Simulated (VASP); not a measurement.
Input of a VASP 6.6.1 run:

Contents of INCAR:

```
SYSTEM = LiF
  PREC = Accurate
  ENCUT = 600
  EDIFF = 1E-7
  ISMEAR = 0
  SIGMA = 0.03
  LREAL = .FALSE.
  LASPH = .TRUE.
  NELM = 80
  ALGO = Fast
  ISIF = 2
  LWAVE = .FALSE.
  LCHARG = .FALSE.
  GGA = PE
  IVDW = 12
  IBRION = 2
  NSW = 40
  EDIFFG = -0.01
```

The input KPOINTS:

```
Automatic mesh
0
G
  12 12 12
  0 0 0
```

POSCAR

```
LiF                                     
1.0
    0.0000000000      2.0317713203      2.0317713203
    2.0317713203      0.0000000000      2.0317713203
    2.0317713203      2.0317713203      0.0000000000
  Li              F             
     1     1
Direct
     0.0000000000000000    0.0000000000000000    0.0000000000000000
     0.5000000000000000    0.5000000000000000    0.5000000000000000
```

Potentials or basis: VASP PAW PBE potentials, release 64 (Li_sv, F).

Launch:

```bash
$ cat potpaw_PBE.64/Li_sv/POTCAR potpaw_PBE.64/F/POTCAR > POTCAR
$ mpirun -np 1 vasp_std > vasp.out
```

**Question.** Predict the band gap on the k mesh.

**Answer.** 8.87 eV, direct.

**Question.** Estimate the dispersion energy per atom.

**Answer.** -0.174 eV.

Final structure:
```yaml
crystal:
  lattice:
    - [0.00000, 2.03177, 2.03177]
    - [2.03177, 0.00000, 2.03177]
    - [2.03177, 2.03177, 0.00000]
  atoms:
    - { symbol: Li, position: [0.00000, 0.00000, 0.00000] }
    - { symbol: F, position: [0.50000, 0.50000, 0.50000] }
```

Caveat: the relaxation stopped at its first step, so nothing moved. A k mesh can miss the band edges.
